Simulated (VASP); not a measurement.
Input of a VASP 6.6.1 run:

File INCAR:

```
SYSTEM = MgO
PREC = Accurate
ENCUT = 520
EDIFF = 1E-6
ISMEAR = 0
SIGMA = 0.05
LREAL = .False.
LASPH = .True.
NELM = 100
ALGO = Normal
ISIF = 2
LWAVE = .False.
LCHARG = .True.
GGA = PS
LELF = .True.
LVHAR = .True.
NBANDS = 16
```

The input KPOINTS:

```
regular mesh
0
Gamma
  9 9 6
  0 0 0
```

The input POSCAR:

```
MgO
1.0
    3.3077869865      0.0000000000      0.0000000000
   -1.6538934933      2.8646275606      0.0000000000
    0.0000000000      0.0000000000      4.9828816700
Mg O
2 2
Direct
    0.3333333333      0.6666666667     -0.0179089686
    0.6666666667      0.3333333333      0.4820910314
    0.3333333333      0.6666666667      0.4024402600
    0.6666666667      0.3333333333      0.9024402600
```

Potentials or basis: VASP PAW PBE potentials, release 64 (Mg, O).

The run is started by

```console
$ cat potpaw_PBE.64/Mg/POTCAR potpaw_PBE.64/O/POTCAR > POTCAR
$ mpirun -np 1 vasp_std > vasp.out
```

Problem. Estimate the largest force.

Solution. 0.456 eV/Å.

Problem. Estimate the band gap on the k mesh.

Solution. 3.19 eV, direct.

Problem. Estimate the pressure.

Solution. -0.1 GPa.

Stress tensor (GPa, compression positive):
```
 2.86  0.00  0.00
 0.00  2.86  0.00
 0.00  0.00 -5.90
```

Caveat: the PAW data sets were made with another functional, which shifts forces and pressure a little; an odd mesh through Γ misses points on the zone boundary, where band edges often lie.
